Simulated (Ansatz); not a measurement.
# SrO: how the settings move a single-point run

Question: which choices in the input matter for SrO?

Method: reference: DFT, PBEsol, plane waves, PAW, in Ansatz 0.2.0.

### 1 The structure to begin with

The structure is hexagonal, space group P6_3/mmc (No. 194). Conventional cell: a = 4.270 Å, b = 4.270 Å, c = 5.144 Å, α = 90.00°, β = 90.00°, γ = 120.00°. Around Sr (site symmetry -6m2) lie 5 O at 2.47 to 2.57 Å. O (site symmetry -6m2) has 5 Sr at 2.47 to 2.57 Å in its first shell of neighbours.

Coordinates:

```
Sr O
1.0
     4.27002    0.00000    0.00000
    -2.13501    3.69795    0.00000
     0.00000    0.00000    5.14447
Sr O
2 2
Direct
  0.33333 0.66667 0.93750
  0.66667 0.33333 0.43750
  0.33333 0.66667 0.43750
  0.66667 0.33333 0.93750
```

### 2 The reference run

input.yaml reads:

```yaml
crystal:
  lattice:
    - [4.2700192687, 0.0, 0.0]
    - [-2.1350096344, 3.6979451613, 0.0]
    - [0.0, 0.0, 5.1444717958]
  atoms:
    - { symbol: Sr, position: [0.3333333333, 0.6666666667, 0.9375] }
    - { symbol: Sr, position: [0.6666666667, 0.3333333333, 0.4375] }
    - { symbol: O, position: [0.3333333333, 0.6666666667, 0.4375] }
    - { symbol: O, position: [0.6666666667, 0.3333333333, 0.9375] }
kpoints:
  mp_grid: { grid: [6, 6, 4] }
hamiltonian:
  xc: pbesol
scf:
  occupations: { method: fixed }
  n_extra_bands: 5
output:
  forces: true
  stress: true
  eigenvalues: true
```

The run is started by

```bash
$ ansatz run input.yaml --threads 4 --pin off --max-ram 4608MiB --backend cpu --events-out ev --progress --plain --runs-dir out
```

### 3 Variant: ecutwfc 900

input.yaml, as its differences from that of step 2:

```diff
@@ -21 +21,3 @@
   eigenvalues: true
+basis:
+  ecutwfc: 900
```

### 4 Variant: mixing.ndim 30

input.yaml, as its differences from that of step 2:

```diff
@@ -17,2 +17,4 @@
   n_extra_bands: 5
+  mixing: { ndim: 30 }
+  max_iter: 95
 output:
```

### 5 Changed: ecutwfc 350

input.yaml, as its differences from that of step 2:

```diff
@@ -21 +21,3 @@
   eigenvalues: true
+basis:
+  ecutwfc: 350
```

### 6 Changed: occupations.method fermi_dirac, occupations.width 0.5

input.yaml, as its differences from that of step 2:

```diff
@@ -15,3 +15,3 @@
 scf:
-  occupations: { method: fixed }
+  occupations: { method: fermi_dirac, width: 0.5 }
   n_extra_bands: 5
```

### 7 Variant: xc mr2scan

input.yaml, as its differences from that of step 2:

```diff
@@ -13,3 +13,3 @@
 hamiltonian:
-  xc: pbesol
+  xc: mr2scan
 scf:
```

Q: Predict the outcome of this session. Wanted: for each run, ending; energy change; pressure; gap; force.

As calculated:

```tsv
run	ending	energy change	pressure (GPa)	gap (eV)	force (eV/Å)	cycles	time
reference	converged	0	-1.7	2.53	0.00	7	1.3 s
1: ecutwfc 900	converged	-3.6 meV/atom	-1.7	2.54	0.00	7	3 s
2: mixing.ndim 30	converged	0.0 meV/atom	-1.7	2.53	0.00	6	1.3 s
3: ecutwfc 350	converged	+44.5 meV/atom	-1.7	2.53	0.00	6	0.98 s
4: occupations.method fermi_dirac, occupations.width 0.5	converged	+21.2 meV/atom (σ→0)	-1.4	2.55	0.00	7	1.3 s
5: xc mr2scan	converged	not comparable	0.0	3.03	0.00	7	3.1 s
```

Residual by cycle in the longest SCF loop of each run; runs are numbered as in the table. The quantity is the density residual dr2, in eV.

```tsv
cycle	reference	run 1	run 2	run 3	run 4	run 5
1	0.112	0.11	0.112	0.142	0.154	0.0751
2	0.0217	0.0207	0.119	0.0316	0.0305	0.00749
3	2.2e-4	2.5e-4	1.9e-4	2.8e-4	7.7e-4	0.00238
4	8.2e-6	7.4e-6	1.8e-5	9.8e-6	6.0e-5	2.7e-4
5	2.7e-6	2.3e-6	1.9e-6	2.4e-6	5.9e-6	1.4e-5
6	1.3e-7	1.3e-7	5.4e-8	4.1e-8	6.2e-7	5.7e-7
7	3.5e-8	3.0e-8	-	-	1.2e-8	2.3e-9
```

Run 3 ran under the cutoff that the potentials recommend, as the log warns, so basis error is mixed into its values. Of the variants the dearest is «xc mr2scan» (3.1 s), the cheapest «ecutwfc 350» (0.98 s), on a shared host.
